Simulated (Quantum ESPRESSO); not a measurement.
# SnO (P4/nmm) in Quantum ESPRESSO: a series of runs

The runs below take SnO through relaxation of cell and atoms, single point, with PBE, PBE+D3(BJ).

Everything below comes from runs of Quantum ESPRESSO 7.5. Logs are shortened: lines on timing, memory, paths and dates and some standing lists are left out, and cuts for length are marked.

## 1. The structure

Symmetry: P4/nmm, No. 129, tetragonal system. Conventional cell: a = 3.814 Å, b = 3.814 Å, c = 4.887 Å, α = 90.00°, β = 90.00°, γ = 90.00°. Sn (site symmetry 4mm) is surrounded by 4 O at 2.23 Å. Around O (site symmetry -4m2) lie 4 Sn at 2.23 Å.

The cell is a database's computed one.

## 2. Relaxation of cell and atoms, PBE

The input, run.py:

```python
import numpy as np
from ase.calculators.espresso import Espresso, EspressoProfile
from ase.io import read

atoms = read('SnO.xyz')

input_data = {
    'control': {'calculation': 'scf', 'prefix': 'pwscf', 'outdir': './tmp', 'tprnfor': True, 'tstress': True, 'disk_io': 'low'},
    'system': {'ecutwfc': 88.0, 'nbnd': 28, 'occupations': 'smearing', 'smearing': 'gaussian', 'degauss': 0.00999582},
    'electrons': {'conv_thr': 8e-10, 'electron_maxstep': 120, 'mixing_beta': 0.7},
}
pseudopotentials = {'Sn': '50_Sn_14_2.5_3.0_pbe_n_v1.0.upf', 'O': '08_O_6_1.2_1.4_pbe_n_v1.0.upf'}
profile = EspressoProfile(command='pw.x', pseudo_dir='pseudo')
dft = Espresso(profile=profile, input_data=input_data, pseudopotentials=pseudopotentials, kpts=(5, 5, 4), koffset=(0, 0, 0))
atoms.calc = dft

from ase.optimize import BFGS
from ase.filters import FrechetCellFilter
done = BFGS(FrechetCellFilter(atoms), trajectory='opt.traj').run(fmax=0.02, steps=30)
print('converged', done)
print('cell (A)', np.round(atoms.cell.cellpar(), 5))
print(f'energy {atoms.get_potential_energy():.8f} eV')
print('forces (eV/A)')
print(np.round(atoms.get_forces(), 6))
print('stress (eV/A^3, Voigt)')
print(np.round(atoms.get_stress(), 8))
print(f'Fermi level {dft.get_fermi_level():.4f} eV')
```

The input, SnO.xyz:

```xyz
4
Lattice="3.8136952200 0.0000000000 0.0000000000 0.0000000000 3.8136952200 0.0000000000 0.0000000000 0.0000000000 4.8869133000" Properties=species:S:1:pos:R:3 pbc="T T T"
Sn     1.9068476100      0.0000000000      3.7366616531
Sn     0.0000000000      1.9068476100      1.1502516469
O      0.0000000000      0.0000000000      0.0000000000
O      1.9068476100      1.9068476100      0.0000000000
```

Potentials or basis: SPMS 1.0 PBE.

On the command line:

```console
$ OMP_NUM_THREADS=1 python run.py
```

What it wrote:

```text
Step          Energy          fmax
BFGS:    0    -4741.275416        0.457844
BFGS:    1    -4741.284835        0.377051
BFGS:    2    -4741.297967        0.187047
BFGS:    3    -4741.299967        0.214716
BFGS:    4    -4741.307196        0.202117
BFGS:    5    -4741.309453        0.105665
BFGS:    6    -4741.310084        0.059940
BFGS:    7    -4741.310203        0.070664
BFGS:    8    -4741.310431        0.082310
BFGS:    9    -4741.310912        0.092552
BFGS:   10    -4741.311848        0.092474
BFGS:   11    -4741.313052        0.087471
BFGS:   12    -4741.313844        0.042251
BFGS:   13    -4741.314004        0.008623
converged True
cell (A) [ 3.87322  3.87322  5.07018 90.      90.      90.     ]
energy -4741.31400356 eV
forces (eV/A)
[[ 0.        0.       -0.008312]
 [ 0.       -0.        0.008312]
 [ 0.        0.        0.      ]
 [ 0.        0.        0.      ]]
stress (eV/A^3, Voigt)
[-0.00036175 -0.00036175 -0.00015333  0.         -0.         -0.        ]
Fermi level 10.2212 eV
```

espresso.pwi:

```text
&CONTROL
   calculation      = 'scf'
   tstress          = .true.
   tprnfor          = .true.
   outdir           = './tmp'
   prefix           = 'pwscf'
   disk_io          = 'low'
   pseudo_dir       = 'pseudo'
/
&SYSTEM
   nbnd             = 28
   ecutwfc          = 88.0
   occupations      = 'smearing'
   degauss          = 0.00999582
   smearing         = 'gaussian'
   ntyp             = 2
   nat              = 4
   ibrav            = 0
/
&ELECTRONS
   electron_maxstep = 120
   conv_thr         = 8e-10
   mixing_beta      = 0.7
/
&IONS
/
&CELL
/
&FCP
/
&RISM
/
ATOMIC_SPECIES
Sn 118.71 50_Sn_14_2.5_3.0_pbe_n_v1.0.upf
O 15.999 08_O_6_1.2_1.4_pbe_n_v1.0.upf

K_POINTS automatic
5 5 4  0 0 0

CELL_PARAMETERS angstrom
3.87322111232293 -0.00000000000000 0.00000000000000
-0.00000000000000 3.87322111232278 0.00000000000003
0.00000000000000 0.00000000000001 5.07017569586738

ATOMIC_POSITIONS angstrom
Sn 1.9366105562 0.0000000000 3.9142207351  
Sn -0.0000000000 1.9366105562 1.1559549607  
O -0.0000000000 0.0000000000 0.0000000000  
O 1.9366105562 1.9366105562 0.0000000000
```

espresso.pwo:

```text
This program is part of the open-source Quantum ESPRESSO suite
     for quantum simulation of materials; please cite
         "P. Giannozzi et al., J. Phys.:Condens. Matter 21 395502 (2009);
         "P. Giannozzi et al., J. Phys.:Condens. Matter 29 465901 (2017);
         "P. Giannozzi et al., J. Chem. Phys. 152 154105 (2020);
     in publications or presentations arising from this work. More details at

Warning: card &CELL ignored
Warning: card &FCP ignored
Warning: card &RISM ignored

     Message from routine setup:
     using ibrav=0 with symmetry is DISCOURAGED, use correct ibrav instead

     G-vector sticks info
     --------------------
     sticks:   dense  smooth     PW     G-vecs:    dense   smooth      PW
     Sum        1489    1489    421                57129    57129    8595

     Using Slab Decomposition

     bravais-lattice index     =            0
     lattice parameter (alat)  =       7.3193  a.u.
     unit-cell volume          =     513.2916 (a.u.)^3
     number of atoms/cell      =            4
     number of atomic types    =            2
     number of electrons       =        40.00
     number of Kohn-Sham states=           28
     kinetic-energy cutoff     =      88.0000  Ry
     charge density cutoff     =     352.0000  Ry
     scf convergence threshold =      8.0E-10
     mixing beta               =       0.7000
     number of iterations used =            8  plain     mixing
     Exchange-correlation= PBE
                           (   1   4   3   4   0   0   0)

     celldm(1)=   7.319327  celldm(2)=   0.000000  celldm(3)=   0.000000
     celldm(4)=   0.000000  celldm(5)=   0.000000  celldm(6)=   0.000000

     crystal axes: (cart. coord. in units of alat)
               a(1) = (   1.000000  -0.000000   0.000000 )
               a(2) = (  -0.000000   1.000000   0.000000 )
               a(3) = (   0.000000   0.000000   1.309033 )

     reciprocal axes: (cart. coord. in units 2 pi/alat)
               b(1) = (  1.000000  0.000000 -0.000000 )
               b(2) = (  0.000000  1.000000 -0.000000 )
               b(3) = ( -0.000000 -0.000000  0.763922 )

     PseudoPot. # 1 for Sn read from file:
     50_Sn_14_2.5_3.0_pbe_n_v1.0.upf
     Pseudo is Norm-conserving + core correction, Zval = 14.0
     Generated using ONCVPSP code by D. R. Hamann
     Using radial grid of 1640 points,  6 beta functions with:
                l(1) =   0
                l(2) =   0
                l(3) =   1
                l(4) =   1
                l(5) =   2
                l(6) =   2

     PseudoPot. # 2 for O  read from file:
     08_O_6_1.2_1.4_pbe_n_v1.0.upf
     Pseudo is Norm-conserving + core correction, Zval =  6.0
     Generated using ONCVPSP code by D. R. Hamann
     Using radial grid of  934 points,  5 beta functions with:
                l(1) =   0
                l(2) =   0
                l(3) =   1
                l(4) =   1
                l(5) =   2

     atomic species   valence    mass     pseudopotential
     Sn               14.00   118.71000     Sn( 1.00)
     O                 6.00    15.99900     O ( 1.00)

     16 Sym. Ops., with inversion, found ( 8 have fractional translation)

   Cartesian axes

     site n.     atom                  positions (alat units)
         1        Sn     tau(   1) = (   0.5000000   0.0000000   1.0105854  )
         2        Sn     tau(   2) = (  -0.0000000   0.5000000   0.2984480  )
         3        O      tau(   3) = (  -0.0000000   0.0000000   0.0000000  )
         4        O      tau(   4) = (   0.5000000   0.5000000   0.0000000  )

     number of k points=    18  Gaussian smearing, width (Ry)=  0.0100
                       cart. coord. in units 2pi/alat
        k(    1) = (   0.0000000   0.0000000   0.0000000), wk =   0.0200000
        k(    2) = (   0.0000000  -0.0000000   0.1909806), wk =   0.0400000
        k(    3) = (   0.0000000   0.0000000  -0.3819612), wk =   0.0200000
        k(    4) = (   0.0000000   0.2000000  -0.0000000), wk =   0.0800000
        k(    5) = (   0.0000000   0.2000000   0.1909806), wk =   0.1600000
        k(    6) = (   0.0000000   0.2000000  -0.3819612), wk =   0.0800000
[... 10 lines left out ...]
        k(   17) = (   0.4000000   0.4000000   0.1909806), wk =   0.1600000
        k(   18) = (   0.4000000   0.4000000  -0.3819612), wk =   0.0800000

     Dense  grid:    57129 G-vectors     FFT dimensions: (  48,  48,  60)

     Initial potential from superposition of free atoms

     starting charge      39.9969, renormalised to      40.0000
     Starting wfcs are   26 randomized atomic wfcs +    2 random wfcs

     Self-consistent Calculation

     iteration #  1     ecut=    88.00 Ry     beta= 0.70
     Davidson diagonalization with overlap
     ethr =  1.00E-02,  avg # of iterations =  6.6

     total energy              =    -347.87177884 Ry
     estimated scf accuracy    <       1.13437900 Ry

     iteration #  2     ecut=    88.00 Ry     beta= 0.70
     Davidson diagonalization with overlap
     ethr =  2.84E-03,  avg # of iterations =  2.6

     total energy              =    -347.52501924 Ry
     estimated scf accuracy    <       4.89956058 Ry

     iteration #  3     ecut=    88.00 Ry     beta= 0.70
     Davidson diagonalization with overlap
     ethr =  2.84E-03,  avg # of iterations =  2.1

     total energy              =    -348.47524757 Ry
     estimated scf accuracy    <       0.08852366 Ry

     iteration #  4     ecut=    88.00 Ry     beta= 0.70
     Davidson diagonalization with overlap
     ethr =  2.21E-04,  avg # of iterations =  1.7

     total energy              =    -348.47444642 Ry
     estimated scf accuracy    <       0.01982918 Ry

     iteration #  5     ecut=    88.00 Ry     beta= 0.70
     Davidson diagonalization with overlap
     ethr =  4.96E-05,  avg # of iterations =  2.7
[... 29 lines left out ...]
     total energy              =    -348.48018213 Ry
     estimated scf accuracy    <       0.00000031 Ry

     iteration # 10     ecut=    88.00 Ry     beta= 0.70
     Davidson diagonalization with overlap
     ethr =  7.82E-10,  avg # of iterations =  2.0

     total energy              =    -348.48018219 Ry
     estimated scf accuracy    <          5.7E-09 Ry

     iteration # 11     ecut=    88.00 Ry     beta= 0.70
     Davidson diagonalization with overlap
     ethr =  1.42E-11,  avg # of iterations =  3.2

     total energy              =    -348.48018219 Ry
     estimated scf accuracy    <          2.8E-09 Ry

     iteration # 12     ecut=    88.00 Ry     beta= 0.70
     Davidson diagonalization with overlap
     ethr =  6.96E-12,  avg # of iterations =  2.0

     End of self-consistent calculation

          k = 0.0000 0.0000 0.0000 (  7185 PWs)   bands (ev):

   -11.9763 -11.6338 -11.6338 -11.6247 -11.6075 -11.6021 -11.5642 -11.5622
   -11.5344 -11.5344  -9.8278  -7.4497   2.4623   3.6115   4.0257   4.0257
     6.6766   6.9426   6.9426   9.7744  11.6991  13.8879  14.6884  14.6884
    15.3132  15.3132  16.7349  17.3020

          k = 0.0000-0.0000 0.1910 (  7121 PWs)   bands (ev):

   -11.9720 -11.6291 -11.6255 -11.6255 -11.6038 -11.5972 -11.5679 -11.5665
   -11.5435 -11.5435  -9.8170  -7.4499   1.6795   4.0643   4.0643   4.9303
     6.6516   6.9357   6.9357   9.1062  11.4753  13.6052  13.6052  13.9111
    16.6735  16.6735  16.7586  17.7019

          k = 0.0000 0.0000-0.3820 (  7180 PWs)   bands (ev):

   -11.9675 -11.6336 -11.6147 -11.6147 -11.5991 -11.5901 -11.5732 -11.5726
   -11.5550 -11.5550  -9.8061  -7.4500   1.2640   4.1039   4.1039   6.3786
     6.6269   6.9280   6.9280   7.8676  11.5236  13.0972  13.0972  13.5388
    17.4938  17.4938  17.5200  18.2177

          k = 0.0000 0.2000-0.0000 (  7132 PWs)   bands (ev):

   -11.9587 -11.6553 -11.6293 -11.6257 -11.6115 -11.5993 -11.5905 -11.5671
   -11.5452 -11.5396  -9.5518  -7.6321   2.3631   3.5652   4.2052   4.2693
     6.2171   6.6183   6.6962   9.6186  12.6840  12.9803  14.5067  14.6319
    14.9117  15.5188  17.1282  19.4823

          k = 0.0000 0.2000 0.1910 (  7137 PWs)   bands (ev):

   -11.9561 -11.6643 -11.6293 -11.6176 -11.6087 -11.6023 -11.5852 -11.5682
   -11.5496 -11.5418  -9.5408  -7.6308   1.8155   3.8948   4.3027   4.5795
     6.2753   6.6142   6.9245   9.1897  12.0781  12.5030  13.9534  15.0516
    15.4048  16.6190  17.4812  19.4377

          k = 0.0000 0.2000-0.3820 (  7144 PWs)   bands (ev):

   -11.9536 -11.6710 -11.6251 -11.6132 -11.6116 -11.6057 -11.5775 -11.5626
   -11.5563 -11.5476  -9.5298  -7.6296   1.4704   4.0395   4.3369   4.8385
     6.3183   6.6096   7.9611   8.0356  11.5979  12.3178  13.4870  15.1388
    16.3477  17.2175  17.9897  19.5799
[... 64 lines left out ...]
          k = 0.4000 0.4000-0.0000 (  7160 PWs)   bands (ev):

   -11.9281 -11.9021 -11.6212 -11.6208 -11.5857 -11.5779 -11.5438 -11.5398
   -11.5301 -11.5224  -8.4605  -8.2215   1.3239   1.5347   4.8738   5.2059
     7.0782   7.3819   7.5333   8.2953  10.6946  11.0669  14.2738  14.6229
    16.4880  16.9260  17.0479  17.3639

          k = 0.4000 0.4000 0.1910 (  7180 PWs)   bands (ev):

   -11.9209 -11.8951 -11.6198 -11.6171 -11.5841 -11.5782 -11.5461 -11.5453
   -11.5374 -11.5353  -8.4487  -8.2116   1.3488   1.5852   4.5867   5.0369
     7.1124   7.5335   7.5383   7.9748  11.3528  11.4240  14.1577  14.9877
    15.3634  16.2116  17.8169  18.1209

          k = 0.4000 0.4000-0.3820 (  7160 PWs)   bands (ev):

   -11.9132 -11.8875 -11.6191 -11.6135 -11.5802 -11.5799 -11.5525 -11.5495
   -11.5457 -11.5454  -8.4369  -8.2017   1.3741   1.6388   4.3483   4.8867
     7.1374   7.5337   7.5666   7.7101  12.4657  12.7412  12.7945  13.9455
    15.1942  16.0551  19.2679  19.3802

     the Fermi energy is    10.2212 ev

!    total energy              =    -348.48018219 Ry
     estimated scf accuracy    <          1.5E-10 Ry
     smearing contrib. (-TS)   =      -0.00000000 Ry
     internal energy E=F+TS    =    -348.48018219 Ry

     The total energy is F=E-TS. E is the sum of the following terms:
     one-electron contribution =    -118.85254705 Ry
     hartree contribution      =      84.27511416 Ry
     xc contribution           =     -87.96792297 Ry
     ewald contribution        =    -225.93482633 Ry

     convergence has been achieved in  12 iterations

     Forces acting on atoms (cartesian axes, Ry/au):

     atom    1 type  1   force =     0.00000000    0.00000000   -0.00032327
     atom    2 type  1   force =     0.00000000   -0.00000000    0.00032327
     atom    3 type  2   force =     0.00000000    0.00000000    0.00000000
     atom    4 type  2   force =     0.00000000    0.00000000    0.00000000

     Total force =     0.000457     Total SCF correction =     0.000027

     Computing stress (Cartesian axis) and pressure

          total   stress  (Ry/bohr**3)                   (kbar)     P=        0.47
   0.00000394   0.00000000   0.00000000            0.58        0.00        0.00
   0.00000000   0.00000394  -0.00000000            0.00        0.58       -0.00
   0.00000000  -0.00000000   0.00000167            0.00       -0.00        0.25

=------------------------------------------------------------------------------=
   JOB DONE.
=------------------------------------------------------------------------------=
```

Run time: 15 min. Hardware: 1 thread of Arm Neoverse V1, shared host; peak memory 0.14 GiB.

Results:

* Free energy: -4741.3144 eV
* Relaxed volume: 19.02 Å³/atom
* Relaxed cell: a = 3.873 Å, b = 3.873 Å, c = 5.070 Å, α = 90.00°, β = 90.00°, γ = 90.00°
* Space group after relaxing (to 0.05 Å): P4/nmm (No. 129)
* Energy gained by relaxing: 9.6 meV/atom
* Ionic steps: 14
* Pressure after relaxing: 0.0 GPa
* Largest force after relaxing: 0.008 eV/Å
* Band gap on the k mesh: 0.92 eV, indirect (least direct gap 1.92 eV)

Forces in eV/Å, atoms in the order of the input:
```
Sn   0.000  0.000 -0.008
Sn   0.000  0.000  0.008
O    0.000  0.000  0.000
O    0.000  0.000  0.000
```

Step by step:
| step | energy change (eV) | largest force (eV/Å) | pressure (GPa) | volume (Å³) |
| --- | --- | --- | --- | --- |
| 1 | 0.0000 | 0.3454 | 3.72 | 71.08 |
| 2 | -0.0094 | 0.1947 | 2.97 | 71.39 |
| 3 | -0.0226 | 0.1862 | 0.98 | 72.40 |
| 4 | -0.0246 | 0.2136 | 0.69 | 72.67 |
| 5 | -0.0318 | 0.2005 | -0.17 | 73.89 |
| 6 | -0.0340 | 0.1047 | -0.20 | 74.35 |
| 7 | -0.0347 | 0.0206 | 0.01 | 74.44 |
| 8 | -0.0348 | 0.0011 | 0.11 | 74.41 |
| 9 | -0.0350 | 0.0275 | 0.24 | 74.40 |
| 10 | -0.0355 | 0.0593 | 0.39 | 74.45 |
| 11 | -0.0364 | 0.0887 | 0.53 | 74.70 |
| 12 | -0.0376 | 0.0851 | 0.49 | 75.24 |
| 13 | -0.0384 | 0.0408 | 0.24 | 75.84 |
| 14 | -0.0386 | 0.0083 | 0.05 | 76.06 |

Final structure:
```yaml
crystal:
  lattice:
    - [3.87322, 0.00000, 0.00000]
    - [0.00000, 3.87322, 0.00000]
    - [0.00000, 0.00000, 5.07018]
  atoms:
    - { symbol: Sn, position: [0.50000, 0.00000, 0.77201] }
    - { symbol: Sn, position: [0.00000, 0.50000, 0.22799] }
    - { symbol: O, position: [0.00000, 0.00000, 0.00000] }
    - { symbol: O, position: [0.50000, 0.50000, 0.00000] }
```

Levels at points of the mesh, in eV from the valence-band top:
| k point | band 16 | band 17 | band 18 | band 19 | band 20 | band 21 | band 22 | band 23 | band 24 | band 25 |
| --- | --- | --- | --- | --- | --- | --- | --- | --- | --- | --- |
| (0.00, 0.00, 0.00) | -5.75 | -3.10 | -2.83 | -2.83 | 0.00 | 1.92 | 4.11 | 4.91 | 4.91 | 5.54 |
| (0.00, 0.00, -0.50) | -3.40 | -3.15 | -2.85 | -2.85 | -1.91 | 1.75 | 3.32 | 3.32 | 3.76 | 7.72 |

Caveat: spin-orbit coupling is left out, which moves the levels of the heavy elements; an odd mesh through Γ misses points on the zone boundary, where band edges often lie.

(Part 1 of 2 ends here.)
